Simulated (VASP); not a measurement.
# Os (P6_3/mmc) in VASP: further runs

One crystal, Os, is run at these levels: r2SCAN, r2SCAN+rVV10; tasks: relaxation of cell and atoms.

All numbers are computed with VASP 6.6.1; they aren't measurements. Logs are shortened: lines on timing, memory, paths and dates and some standing lists are left out, and cuts for length are marked.

### Step 1. The crystal as given

It takes space group P6_3/mmc (No. 194, hexagonal). Conventional cell: a = 2.746 Å, b = 2.746 Å, c = 4.326 Å, α = 90.00°, β = 90.00°, γ = 120.00°. Os (site symmetry -6m2) is surrounded by 12 Os at 2.68 to 2.75 Å.

### Step 2. Relaxation of cell and atoms, r2SCAN

INCAR

```
SYSTEM = Os
PREC = Accurate
ENCUT = 600
EDIFF = 1E-7
ISMEAR = 0
SIGMA = 0.1
LREAL = .False.
LASPH = .True.
NELM = 80
ALGO = Normal
ISIF = 3
LWAVE = .False.
LCHARG = .False.
METAGGA = R2SCAN
LMIXTAU = .True.
IBRION = 2
NSW = 90
EDIFFG = -0.005
```

KPOINTS

```
regular mesh
0
Gamma
  18 18 10
  0 0 0
```

POSCAR

```
Os
1.0
    2.7461342300      0.0000000000      0.0000000000
   -1.3730671200      2.3782220100      0.0000000000
    0.0000000000      0.0000000000      4.3263142200
Os
2
Direct
    0.3333333300      0.6666666700      0.2500000000
    0.6666666700      0.3333333300      0.7500000000
```

Potentials or basis: VASP PAW PBE potentials, release 64 (Os).

Launch:

```bash
> cat potpaw_PBE.64/Os/POTCAR > POTCAR
> mpirun -np 1 vasp_std > vasp.out
```

OUTCAR:

```text
SYSTEM = Os
   PREC = Accurate
   ENCUT = 600
   EDIFF = 1E-7
   ISMEAR = 0
   LREAL = .False.
   LASPH = .True.
   NELM = 80
   ISIF = 3
   METAGGA = R2SCAN
   IBRION = 2
   NSW = 90
   EDIFFG = -0.005

 ion  position               nearest neighbor table
   1  0.333  0.667  0.250-   2 2.68   2 2.68   2 2.68   2 2.68   2 2.68   2 2.68
   2  0.667  0.333  0.750-   1 2.68   1 2.68   1 2.68   1 2.68   1 2.68   1 2.68

  LATTYP: Found a hexagonal cell.
 ALAT       =     2.7461342300
 C/A-ratio  =     1.5754197929

  Lattice vectors:

 A1 = (   2.7461342300,   0.0000000000,   0.0000000000)
 A2 = (  -1.3730671200,   2.3782220100,   0.0000000000)
 A3 = (   0.0000000000,   0.0000000000,   4.3263142200)

Analysis of symmetry for initial positions (statically):
=====================================================================
 Subroutine PRICEL returns:
 Original cell was already a primitive cell.

 Routine SETGRP: Setting up the symmetry group for a
 hexagonal supercell.

 Subroutine GETGRP returns: Found 24 space group operations
 (whereof 12 operations were pure point group operations)
 out of a pool of 24 trial point group operations.

The static configuration has the point symmetry D_3d.
 The point group associated with its full space group is D_6h.

Analysis of symmetry for dynamics (positions and initial velocities):
=====================================================================
 Subroutine PRICEL returns:
 Original cell was already a primitive cell.

 Routine SETGRP: Setting up the symmetry group for a
 hexagonal supercell.

 Subroutine GETGRP returns: Found 24 space group operations
 (whereof 12 operations were pure point group operations)
 out of a pool of 24 trial point group operations.

The dynamic configuration has the point symmetry D_3d.
 The point group associated with its full space group is D_6h.

 Subroutine INISYM returns: Found 24 space group operations
 (whereof 12 operations are pure point group operations),
 and found     1 'primitive' translations

----------------------------------------------------------------------------------------

                                     Primitive cell

  volume of cell :      28.2548

  direct lattice vectors                    reciprocal lattice vectors
     2.746134230  0.000000000  0.000000000     0.364148259  0.210241096  0.000000000
    -1.373067120  2.378222010  0.000000000     0.000000000  0.420482190  0.000000000
     0.000000000  0.000000000  4.326314220     0.000000000  0.000000000  0.231143636

  length of vectors
     2.746134230  2.746134236  4.326314220     0.420482191  0.420482190  0.231143636

  position of ions in fractional coordinates (direct lattice)
     0.333333330  0.666666670  0.250000000
     0.666666670  0.333333330  0.750000000

  ion indices of the primitive-cell ions
   primitive index   ion index
                 1           1
                 2           2

----------------------------------------------------------------------------------------

 KPOINTS: regular mesh

Automatic generation of k-mesh.
 Grid dimensions read from file:
 generate k-points for:   18   18   10

 Generating k-lattice:

  Cartesian coordinates                     Fractional coordinates (reciprocal lattice)
     0.020230459  0.011680061  0.000000000     0.055555556 -0.000000000  0.000000000
     0.000000000  0.023360122  0.000000000     0.000000000  0.055555556  0.000000000
     0.000000000  0.000000000  0.023114364     0.000000000  0.000000000  0.100000000

  Length of vectors
     0.023360122  0.023360122  0.023114364

  Shift w.r.t. Gamma in fractional coordinates (k-lattice)
     0.000000000  0.000000000  0.000000000

 Subroutine IBZKPT returns following result:
 ===========================================

 Found    222 irreducible k-points:

 Following reciprocal coordinates:
            Coordinates               Weight
  0.000000  0.000000  0.000000      1.000000
  0.055556  0.000000  0.000000      6.000000
  0.111111  0.000000  0.000000      6.000000
  0.166667  0.000000  0.000000      6.000000
  0.222222  0.000000  0.000000      6.000000
  0.277778  0.000000  0.000000      6.000000
[... 16 lines left out ...]
  0.333333  0.111111  0.000000     12.000000
  0.388889  0.111111  0.000000     12.000000
 [... further k-points ...]
   k-points           NKPTS =    222   k-points in BZ     NKDIM =    222   number of bands    NBANDS=     12
   number of dos      NEDOS =    301   number of ions     NIONS =      2
   total plane-waves  NPLWV =  20736
   dimension x,y,z NGX =    24 NGY =   24 NGZ =   36
   dimension x,y,z NGXF=    48 NGYF=   48 NGZF=   72
   ions per type =               2
   NGX,Y,Z   is equivalent  to a cutoff of  14.53, 14.53, 13.83 a.u.
   NGXF,Y,Z  is equivalent  to a cutoff of  29.06, 29.06, 27.67 a.u.
 SYSTEM =  Os
   PREC   = accura    normal or accurate (medium, high low for compatibility)
   ISTART =      0    job   : 0-new  1-cont  2-samecut
   ICHARG =      2    charge: 1-file 2-atom 10-const
   ISPIN  =      1    spin polarized calculation?
   LNONCOLLINEAR =      F non collinear calculations
   LSORBIT =      F    spin-orbit coupling
   LASPH  =      T    aspherical Exc in radial PAW
   ENCUT  =  600.0 eV  44.10 Ry    6.64 a.u.   5.48  5.48  8.64*2*pi/ulx,y,z
   NELM   =     80;   NELMIN=  2; NELMDL= -5     # of ELM steps
   EDIFF  = 0.1E-06   stopping-criterion for ELM
   LREAL  =      F    real-space projection
   EDIFFG = -.5E-02   stopping-criterion for IOM
   NSW    =     90    number of steps for IOM
   IBRION =      2    ionic relax: 0-MD 1-quasi-New 2-CG
   NFREE  =      1    steps in history (QN), initial steepest desc. (CG)
   ISIF   =      3    stress and relaxation
   ISYM   =      2    0-nonsym 1-usesym 2-fastsym
   POTIM  = 0.5000    time-step for ionic-motion
   TEBEG  =    0.0;   TEEND  =   0.0 temperature during run
   PSTRESS=    0.0 pullay stress
   NELECT =      16.0000    total number of electrons
   NUPDOWN=      -1.0000    fix difference up-down
   EMIN   =  10.00;   EMAX   =-10.00  energy-range for DOS
   EFERMI =   0.00;   METHOD = LEGACY
   ISMEAR =     0;   SIGMA  =   0.10  broadening in eV -4-tet -1-fermi 0-gaus
   EFERMI_NEDOS =   21; number of points for ismear=-14 and -15
   IALGO  =     38    algorithm
   IMIX   =      4    mixing-type and parameters
     AMIX     =   0.40;   BMIX     =  1.00
     AMIX_MAG =   1.60;   BMIX_MAG =  1.00
  volume/ion in A,a.u.               =      14.13        95.34
  Fermi-wavevector in a.u.,A,eV,Ry     =   1.354412  2.559467 24.958956  1.834432
  Thomas-Fermi vector in A             =   2.481586
   LORBIT       =      0    0 simple, 1 ext, 2 COOP (PROOUT), +10 PAW based schemes
   METAGGA = R2SCAN    functional components
   LHFCALC =     F    Hartree Fock is set to
   AEXX    =    0.0000 exact exchange contribution
   IVDW    =     0    specifies the selected vdW correction
   LEPSILON=     F    determine dielectric tensor
   LRPA    =     F    only Hartree local field effects (RPA)
 conjugate gradient relaxation of ions
 non-spin polarized calculation
 Gauss-broadening in eV      SIGMA  =   0.10
  energy-cutoff  :      600.00
  volume of cell :       28.25
 maximum number of plane-waves:       972
 NGX is ok and might be reduce to    24
   NGX = 11   NGY = 11   NGZ = 17

--------------------------------------- Ionic step        1  -------------------------------------------

 number of electron      16.0000001 magnetization

 Free energy of the ion-electron system (eV)
  ---------------------------------------------------
  ext. energy  EPLUGINS =         0.00000000
  ---------------------------------------------------
  free energy    TOTEN  =      -106.00609041 eV

  energy without entropy =     -105.99852793  energy(sigma->0) =     -106.00230917

------------------------ aborting loop because EDIFF is reached ----------------------------------------

  FORCE on cell =-STRESS in cart. coord.  units (eV):
  Direction    XX          YY          ZZ          XY          YZ          ZX
  --------------------------------------------------------------------------------------
  -------------------------------------------------------------------------------------
  Total       -0.4855448     -0.4855448     -0.2587620      0.0000000     -0.0000000      0.0000000
  in kB      -27.5326298    -27.5326299    -14.6729975      0.0000001     -0.0000000      0.0000000
  external PRESSURE =     -23.2460857 kB  Pullay stress =       0.0000000 kB

 VOLUME and BASIS-vectors are now :
 -----------------------------------------------------------------------------
  energy-cutoff  :      600.00
  volume of cell :       28.25
      direct lattice vectors                 reciprocal lattice vectors
     2.746134230  0.000000000  0.000000000     0.364148259  0.210241096  0.000000000
    -1.373067120  2.378222010  0.000000000     0.000000000  0.420482190  0.000000000
     0.000000000  0.000000000  4.326314220     0.000000000  0.000000000  0.231143636
[... 109 lines left out ...]
 POSITION                                       TOTAL-FORCE (eV/Angst)
 -----------------------------------------------------------------------------------
     -0.00000      1.58036      1.08281        -0.000000      0.000000      0.000000
      1.36863      0.79018      3.24843         0.000000     -0.000000      0.000000
 -----------------------------------------------------------------------------------
    total drift:                               -0.000000      0.000000     -0.000000

  FREE ENERGIE OF THE ION-ELECTRON SYSTEM (eV)
  ---------------------------------------------------
  free  energy   TOTEN  =      -106.0073386891 eV

  energy  without entropy=     -106.0001364529  energy(sigma->0) =     -106.00373757

--------------------------------------- Ionic step        5  -------------------------------------------

 number of electron      16.0000001 magnetization

 Free energy of the ion-electron system (eV)
  ---------------------------------------------------
  ext. energy  EPLUGINS =         0.00000000
  ---------------------------------------------------
  free energy    TOTEN  =      -106.00744871 eV

  energy without entropy =     -106.00012312  energy(sigma->0) =     -106.00378592

 E-fermi :   9.1971     XC(G=0): -15.3632

 val. band max:        9.1857160698   @ k =   0.2222   0.0556   0.3000
 cond. band min:       9.1998708729   @ k =   0.2778   0.0000   0.1000
 fundamental gap:      0.0141548031
 Fermi energy:         9.1970667544

 k-point     1 :       0.0000    0.0000    0.0000
  band No.  band energies     occupation
      1      -2.1979      2.00000
      2       1.1008      2.00000
      3       6.0420      2.00000
      4       6.0420      2.00000
      5       6.3101      2.00000
      6       6.9039      2.00000
      7       6.9039      2.00000
      8       7.5640      2.00000
      9       7.5640      2.00000
     10       9.2065      0.89389
     11      10.9358      0.00000
     12      10.9358      0.00000

 k-point     2 :       0.0556    0.0000    0.0000
  band No.  band energies     occupation
      1      -2.0672      2.00000
      2       1.2170      2.00000
      3       5.7413      2.00000
      4       6.1562      2.00000
      5       6.5743      2.00000
      6       6.8250      2.00000
      7       7.0104      2.00000
      8       7.4090      2.00000
      9       7.4713      2.00000
     10       8.5795      2.00000
     11      10.9997      0.00000
     12      11.7519      0.00000
[... 316 lines left out ...]
 k-point    24 :       0.3889    0.1111    0.0000
  band No.  band energies     occupation
      1       2.1173      2.00000
      2       2.2281      2.00000
      3       2.5938      2.00000
      4       5.4423      2.00000
      5       5.5274      2.00000
      6       6.4494      2.00000
      7       7.2022      2.00000
      8      10.8319      0.00000
      9      11.2772      0.00000
     10      11.7614      0.00000
     11      13.2404      0.00000
     12      16.4309      0.00000

 [... further k-points ...]

------------------------ aborting loop because EDIFF is reached ----------------------------------------

  FORCE on cell =-STRESS in cart. coord.  units (eV):
  Direction    XX          YY          ZZ          XY          YZ          ZX
  --------------------------------------------------------------------------------------
  -------------------------------------------------------------------------------------
  Total        0.0002886      0.0002886      0.0022327     -0.0000000      0.0000000      0.0000000
  in kB        0.0164545      0.0164545      0.1273088     -0.0000000      0.0000000      0.0000000
  external PRESSURE =       0.0534059 kB  Pullay stress =       0.0000000 kB

 VOLUME and BASIS-vectors are now :
 -----------------------------------------------------------------------------
  energy-cutoff  :      600.00
  volume of cell :       28.10
      direct lattice vectors                 reciprocal lattice vectors
     2.738720592  0.000000000 -0.000000000     0.365133998  0.210810213 -0.000000000
    -1.369360301  2.371801611 -0.000000000    -0.000000000  0.421620424 -0.000000000
    -0.000000000  0.000000000  4.325790873    -0.000000000  0.000000000  0.231171601

 POSITION                                       TOTAL-FORCE (eV/Angst)
 -----------------------------------------------------------------------------------
     -0.00000      1.58120      1.08145         0.000000     -0.000000      0.000000
      1.36936      0.79060      3.24434        -0.000000      0.000000      0.000000
 -----------------------------------------------------------------------------------
    total drift:                               -0.000000      0.000000     -0.000000

  FREE ENERGIE OF THE ION-ELECTRON SYSTEM (eV)
  ---------------------------------------------------
  free  energy   TOTEN  =      -106.0074487144 eV

  energy  without entropy=     -106.0001231186  energy(sigma->0) =     -106.00378592

 reached required accuracy - stopping structural energy minimisation
```

Wall time 14 min (1 thread of Intel Xeon Platinum 8488C (Sapphire Rapids), shared host); peak memory 0.24 GiB.

What came out:

| Quantity | Value |
| --- | --- |
| Free energy | -106.0074 eV |
| Relaxed volume | 14.05 Å³/atom |
| Relaxed cell | a = 2.739 Å, b = 2.739 Å, c = 4.326 Å, α = 90.00°, β = 90.00°, γ = 120.00° |
| Space group after relaxing (to 0.05 Å) | P6_3/mmc (No. 194) |
| Energy gained by relaxing | 0.7 meV/atom |
| Ionic steps | 5 |
| Pressure after relaxing | 0.0 GPa |
| Band gap on the k mesh | none (metal or under the smearing width) |

Step by step:
```csv
step,energy change (eV),largest force (eV/Å),pressure (GPa),volume (Å³)
1,0.0000,0.0000,-2.32,28.25
2,0.0217,0.0000,11.19,27.42
3,-0.0013,0.0000,0.11,28.09
4,-0.0012,0.0000,-0.11,28.10
5,-0.0014,0.0000,0.01,28.10
```

Final structure:
```yaml
crystal:
  lattice:
    - [2.73872, 0.00000, 0.00000]
    - [-1.36936, 2.37180, 0.00000]
    - [0.00000, 0.00000, 4.32579]
  atoms:
    - { symbol: Os, position: [0.33333, 0.66667, 0.25000] }
    - { symbol: Os, position: [0.66667, 0.33333, 0.75000] }
```

Levels at points of the mesh, in eV from the Fermi level:
```tsv
k point	band 5	band 6	band 7	band 8	band 9	band 10	band 11	band 12
(0.00, 0.00, 0.00)	-2.89	-2.29	-2.29	-1.63	-1.63	0.01	1.74	1.74
(0.50, 0.00, 0.00)	-3.04	-2.69	-1.95	2.09	2.67	2.78	4.56	5.94
(0.00, 0.00, 0.50)	-3.36	-3.36	-3.36	-3.36	0.91	0.91	0.91	0.91
(0.50, 0.00, 0.50)	-1.26	-1.26	-0.18	-0.18	2.44	2.44	3.41	3.41
```

Caveat: the PAW data sets were made with another functional, which shifts forces and pressure a little. Spin-orbit coupling is left out, which matters for the levels of Os.

[end of part 1 of 2]
